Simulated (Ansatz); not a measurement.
**SiO2: the cell at several levels of theory**

How does the equilibrium cell of SiO2, database structure depend on the functional? It is relaxed with PBE, r2SCAN and PBEsol.

Program: Ansatz 0.2.0. PAW datasets, plane waves, zero pressure. The values are computed, spin-unpolarised, and not measurements.

## 1. The system as given

The symmetry is Imma (No. 74, orthorhombic); a = 5.247 Å, b = 9.554 Å, c = 8.883 Å in the conventional setting, 18.55 Å³ an atom. Si has 4 O at 1.60–1.61 Å; O has 2 Si at 1.61 Å; O has 2 Si at 1.60 Å.

The structure in full:

```
Si O
1.0
    -2.62334    4.77675    4.44167
     2.62334   -4.77675    4.44167
     2.62334    4.77675   -4.44167
Si O
4 8
Direct
  0.92955 0.84494 0.08460
  0.73966 0.15506 0.58460
  0.07045 0.15506 0.91540
  0.26034 0.84494 0.41540
  0.13069 0.88069 0.25000
  0.86931 0.11931 0.75000
  0.79318 0.50000 0.79318
  0.20682 0.00000 0.70682
  0.20682 0.50000 0.20682
  0.79318 0.00000 0.29318
  0.00000 0.00000 0.00000
  0.50000 0.00000 0.50000
```

## 2. Relaxing with PBE

Input file input.yaml:

```yaml
crystal:
  lattice:
    - [-2.62333646, 4.776753505, 4.441674725]
    - [2.62333646, -4.776753505, 4.441674725]
    - [2.62333646, 4.776753505, -4.441674725]
  atoms:
    - { symbol: Si, position: [0.9295488, 0.84494489, 0.08460391] }
    - { symbol: Si, position: [0.73965902, 0.15505511, 0.58460391] }
    - { symbol: Si, position: [0.0704512, 0.15505511, 0.91539609] }
    - { symbol: Si, position: [0.26034098, 0.84494489, 0.41539609] }
    - { symbol: O, position: [0.13068887, 0.88068887, 0.25] }
    - { symbol: O, position: [0.86931113, 0.11931113, 0.75] }
    - { symbol: O, position: [0.79317541, 0.5, 0.79317541] }
    - { symbol: O, position: [0.20682459, 0.0, 0.70682459] }
    - { symbol: O, position: [0.20682459, 0.5, 0.20682459] }
    - { symbol: O, position: [0.79317541, 0.0, 0.29317541] }
    - { symbol: O, position: [0.0, 0.0, 0.0] }
    - { symbol: O, position: [0.5, 0.0, 0.5] }
kpoints:
  mp_grid: { grid: [6, 6, 6] }
hamiltonian:
  xc: pbe
scf:
  occupations: { method: fermi_dirac, width: 0.02 }
relax:
  f_tol: 0.005
  cell: {}
output:
  write_density: true
  write_potential: true
  elf: true
  volumetric_format: npy
```

After this run come: r2SCAN: cell and atoms; Relaxing with PBEsol.

**Question.** What will these runs give? Wanted: for each run, a; b; c; volume; space group; SCF geometries.

As calculated:

```
 level  a (Å)  b (Å)  c (Å)  volume (Å³/atom)  space group  SCF geometries
   PBE  5.287  9.650  8.943            19.011         Imma               9
r2SCAN  5.248  9.507  8.901            18.503         Imma               9
PBEsol  5.263  9.596  8.911            18.754         Imma               9
```

What this shows: From the start to the first minimum the volume moved by +2.5 %. r2SCAN gives the smallest cell and PBE the largest; they differ by 2.7 % in volume, a mean of 0.9 % in length.
